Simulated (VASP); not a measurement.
Runs of VASP 6.6.1 on TiO2 (Anatase). It takes space group I4_1/amd (No. 141, tetragonal). The conventional cell has a = 3.784 Å, b = 3.784 Å, c = 9.515 Å, α = 90.00°, β = 90.00°, γ = 90.00°. Around Ti (site symmetry -4m2) lie 6 O at 1.93 to 1.98 Å. O (site symmetry 2mm) is surrounded by 3 Ti at 1.93 to 1.98 Å. 

| task | level | potentials or basis | cell | cutoff (eV) | gap on the mesh (eV) | pressure (GPa) | relaxed volume (Å³/atom) | largest force (eV/Å) |
| --- | --- | --- | --- | --- | --- | --- | --- | --- |
| relaxation of cell and atoms | r2SCAN | VASP PAW PBE potentials, release 64 (Ti_sv, O) | relaxed | 600 | 2.54 | 0.0 | (b) | 0.01 |
| relaxation of cell and atoms | PBE+D3(BJ) | VASP PAW PBE potentials, release 64 (Ti_sv, O) | relaxed | 600 | 2.08 | 0.0 | 11.46 | 0.01 |
| relaxation of cell and atoms | PBEsol | VASP PAW PBE potentials, release 64 (Ti_sv, O) | relaxed | 600 | (c) | 0.0 | 11.33 | - |
| relaxation of cell and atoms | LDA | VASP PAW LDA potentials, release 64 (Ti_sv, O) | relaxed | 600 | (a) | 0.1 | 11.06 | - |
| band structure | TB-mBJ | VASP PAW PBE potentials, release 64 (Ti_sv, O) | as given | 520 | 3.14 | - | - | - |

Alike in all rows: no spin polarisation; k mesh 10 × 10 × 10; smearing gaussian 0.03 eV.

**Question.** Fill in the values left out.

**Answer.** (a) 2.06; (b) 11.44; (c) 2.09.

Caveats: the PAW data sets were made with another functional, which shifts forces and pressure a little (some runs).

A k mesh can miss the band edges.

Not every run made on this cell is shown here.
